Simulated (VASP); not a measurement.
# VASP 6.6.1, GW calculation on PBE orbitals, C (strained diamond)

INCAR, step 1 (ground state)

```
NELM = 120
ENCUT = 500
ISMEAR = 0
SIGMA = 0.01
LREAL = .FALSE.
LCHARG = .FALSE.
PREC = Accurate
LASPH = .TRUE.
GGA = PE
EDIFF = 1E-7
LWAVE = .TRUE.
```

INCAR, step 2 (empty bands)

```
LREAL = .FALSE.
NBANDS = 48
ENCUT = 500
SIGMA = 0.01
ISMEAR = 0
NELM = 1
LOPTICS = .TRUE.
EDIFF = 1E-7
ALGO = Exact
LCHARG = .FALSE.
LASPH = .TRUE.
GGA = PE
ISTART = 1
LWAVE = .TRUE.
PREC = Accurate
```

INCAR, step 3 (GW)

```
ENCUT = 500
PREC = Accurate
NELM = 120
ENCUTGWSOFT = 150
NOMEGA = 64
LREAL = .FALSE.
GGA = PE
ISTART = 1
ISMEAR = 0
NELMGW = 3
PRECFOCK = Fast
LCHARG = .FALSE.
NBANDS = 48
ALGO = EVGW0
ENCUTGW = 150
EDIFF = 1E-7
LASPH = .TRUE.
LWAVE = .FALSE.
SIGMA = 0.01
NBANDSGW = 12
```

KPOINTS

```
KPOINTS created by Atomic Simulation Environment
0
Gamma
6 6 6
0 0 0
```

POSCAR

```
C
 1.0000000000000000
     0.0000000000000000    1.7267204183000000    1.7920512418000001
     1.7267204183000000    0.0000000000000000    1.7920512418000001
     1.7267204183000000    1.7267204183000000    0.0000000000000000
 C
   2
Cartesian
  0.0000000000000000  0.0000000000000000  0.0000000000000000
  0.8633602091499999  0.8633602091499999  0.8960256208999998
```

VASP ran with the GW set of PAW datasets (8 valence electrons in the cell).

Command

```
mpirun -np 1 vasp_std
```

From OUTCAR

```
k-points           NKPTS =     30   k-points in BZ     NKDIM =    216   number of bands    NBANDS=     48

   NELECT =       8.0000    total number of electrons

   dimension x,y,z NGX =    18 NGY =   18 NGZ =   18
   dimension x,y,z NGXF=    36 NGYF=   36 NGZF=   36

  energy-cutoff  :      500.00
  volume of cell :       10.69
      direct lattice vectors                 reciprocal lattice vectors
     0.000000000  1.726720418  1.792051242    -0.289566275  0.289566275  0.279009879
     1.726720418  0.000000000  1.792051242     0.289566275 -0.289566275  0.279009879
     1.726720418  1.726720418  0.000000000     0.289566275  0.289566275 -0.279009879

 k-points in reciprocal lattice and weights: KPOINTS created by Atomic Simulation Env
   0.00000000  0.00000000  0.00000000       0.005
   0.16666667 -0.00000000  0.00000000       0.037
   0.33333333  0.00000000  0.00000000       0.037
   0.50000000 -0.00000000  0.00000000       0.019
   0.16666667  0.16666667  0.00000000       0.009
   0.33333333  0.16666667  0.00000000       0.037
   0.50000000  0.16666667  0.00000000       0.037
  -0.33333333  0.16666667  0.00000000       0.037
   ...

 QP shifts <psi_nk| G(iteration)W_0 |psi_nk>: iteration 1
 for sc-GW calculations column KS-energies equals QP-energies in previous step
 and V_xc(KS)=  KS-energies - (<T + V_ion + V_H > + <T+V_H+V_ion>^1  + <V_x>^1)

 k-point   1 :       0.0000    0.0000    0.0000
  band No.  KS-energies  QP-energies   sigma(KS)   V_xc(KS)     V^pw_x(r,r')   Z            occupation Imag(sigma)

      1     -11.6420     -13.2759     -17.1286     -14.9701     -25.8046       0.7569       2.0000       1.3944
      2      10.2454       9.6850     -17.7296     -17.0545     -19.5945       0.8301       2.0000       0.0514
      3      10.8545      10.3142     -17.6473     -16.9969     -19.4042       0.8307       2.0000       0.0494
      4      10.8545      10.3142     -17.6473     -16.9969     -19.4042       0.8307       2.0000       0.0494
      5      16.2647      17.4603     -14.2846     -15.7316      -9.5183       0.8263       0.0000      -0.0772
      6      16.2647      17.4603     -14.2846     -15.7316      -9.5183       0.8263       0.0000      -0.0772
      7      16.7379      17.9339     -14.2569     -15.6998      -9.4025       0.8288       0.0000      -0.0790
      8      25.3429      26.4318     -15.0447     -16.4557      -7.6166       0.7717       0.0000      -0.2156
      9      30.7458      31.1956     -11.6310     -12.1860      -4.4644       0.8105       0.0000      -0.3628
     10      36.6645      37.7828     -12.6690     -14.0094      -6.0704       0.8343       0.0000      -0.4804
     11      37.5319      38.0973     -11.0241     -11.7041      -3.4453       0.8316       0.0000      -0.8676
     12      38.8851      40.0540     -12.8217     -14.2334      -6.0094       0.8281       0.0000      -0.6062

 ...

 QP shifts <psi_nk| G(iteration)W_0 |psi_nk>: iteration 2

 k-point   1 :       0.0000    0.0000    0.0000
  band No. old QP-enery  QP-energies   sigma(KS)   T+V_ion+V_H  V^pw_x(r,r')   Z            occupation Imag(sigma)

      1     -13.2759     -13.6069     -17.0427       3.3281     -25.8046       0.7545       2.0000       1.4748
      2       9.6850       9.6265     -17.6850      27.2999     -19.5945       0.8340       2.0000       0.0526
      3      10.3142      10.2620     -17.5997      27.8514     -19.4042       0.8346       2.0000       0.0506
      4      10.3142      10.2620     -17.5997      27.8514     -19.4042       0.8346       2.0000       0.0506
      5      17.4603      17.5937     -14.3752      31.9963      -9.5183       0.8293       0.0000      -0.0802
      6      17.4603      17.5937     -14.3752      31.9963      -9.5183       0.8293       0.0000      -0.0802
      7      17.9339      18.0652     -14.3460      32.4378      -9.4025       0.8314       0.0000      -0.0812
      8      26.4318      26.6500     -15.0847      41.7986      -7.6166       0.7734       0.0000      -0.2181
      9      31.1956      31.3343     -11.5654      42.9317      -4.4644       0.8129       0.0000      -0.3306
     10      37.7828      37.9001     -12.7501      50.6739      -6.0704       0.8315       0.0000      -0.4825
     11      38.0973      38.2105     -11.0021      49.2359      -3.4453       0.8289       0.0000      -0.8088
     12      40.0540      40.1732     -12.9199      53.1185      -6.0094       0.8242       0.0000      -0.6134

 ...

 QP shifts <psi_nk| G(iteration)W_0 |psi_nk>: iteration 3

 k-point   1 :       0.0000    0.0000    0.0000
  band No. old QP-enery  QP-energies   sigma(KS)   T+V_ion+V_H  V^pw_x(r,r')   Z            occupation Imag(sigma)

      1     -13.6069     -13.6746     -17.0249       3.3281     -25.8046       0.7528       2.0000       1.4982
      2       9.6265       9.6198     -17.6814      27.2999     -19.5945       0.8347       2.0000       0.0528
      3      10.2620      10.2564     -17.5961      27.8514     -19.4042       0.8352       2.0000       0.0507
      4      10.2620      10.2564     -17.5961      27.8514     -19.4042       0.8352       2.0000       0.0507
      5      17.5937      17.6102     -14.3827      31.9963      -9.5183       0.8297       0.0000      -0.0804
      6      17.5937      17.6102     -14.3827      31.9963      -9.5183       0.8297       0.0000      -0.0804
      7      18.0652      18.0819     -14.3525      32.4378      -9.4025       0.8320       0.0000      -0.0814
      8      26.6500      26.6868     -15.1010      41.7986      -7.6166       0.7734       0.0000      -0.2212
      9      31.3343      31.3607     -11.5649      42.9317      -4.4644       0.8127       0.0000      -0.3303
     10      37.9001      37.9161     -12.7545      50.6739      -6.0704       0.8315       0.0000      -0.4797
     11      38.2105      38.2303     -11.0016      49.2359      -3.4453       0.8287       0.0000      -0.8036
     12      40.1732      40.1892     -12.9258      53.1185      -6.0094       0.8238       0.0000      -0.6105

 ...
```

| Property | Result |
| --- | --- |
| PBE gap on the mesh | 3.80 eV |
| G₀W₀ gap on the mesh | 5.11 eV |

These GW values are short of the basis and mesh limit.

The run (its last step) took about 2.9 min on one core of a shared host (Intel Xeon Platinum 8488C) and held 0.22 GiB at most.
